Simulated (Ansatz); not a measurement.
# Mg3Sb2 at several levels of theory

One geometry, relaxed with PBE, and single points on it; plane waves with PAW potentials in Ansatz, scalar-relativistic unless the row names spin-orbit coupling. No spin polarisation. Meshes are on the primitive cell of 5 atoms. Gaps are the least over mesh and band path; pressure is positive in compression. Smearing is Gaussian, 0.01 eV.

```xyz
5
Lattice="4.5939 0.0000 0.0000 -2.2969 3.9784 0.0000 0.0000 0.0000 7.2743" Properties=species:S:1:pos:R:3 pbc="T T T"
Mg    0.0000    2.6523    4.5971
Mg    2.2969    1.3261    2.6772
Mg    0.0000    0.0000    0.0000
Sb    0.0000    2.6523    1.6413
Sb    2.2969    1.3261    5.6330
```

| level | cutoff (eV) | k mesh | gap (eV) | pressure (GPa) | rough cost with bands (core-min) |
| --- | --- | --- | --- | --- | --- |
| PBE | 420 | 12×12×6 | 0.11 | 0.0 | 1 |

Question: What do r2SCAN, PBE with spin-orbit coupling, PBEsol give on the same cell?

Answer:
| level | cutoff (eV) | k mesh | gap (eV) | pressure (GPa) | rough cost with bands (core-min) |
| --- | --- | --- | --- | --- | --- |
| r2SCAN | 500 | 12×12×6 | 0.56 | -0.9 | 1.3 |
| PBE with spin-orbit coupling | 420 | 12×12×6 | 0 | 0.0 | 1.8 |
| PBEsol | 420 | 12×12×6 | 0.11 | -1.3 | 0.9 |

Spin-orbit coupling is left out except in a row that names it, which matters for the bands of heavy elements. The smearing is narrow for a metal on this mesh.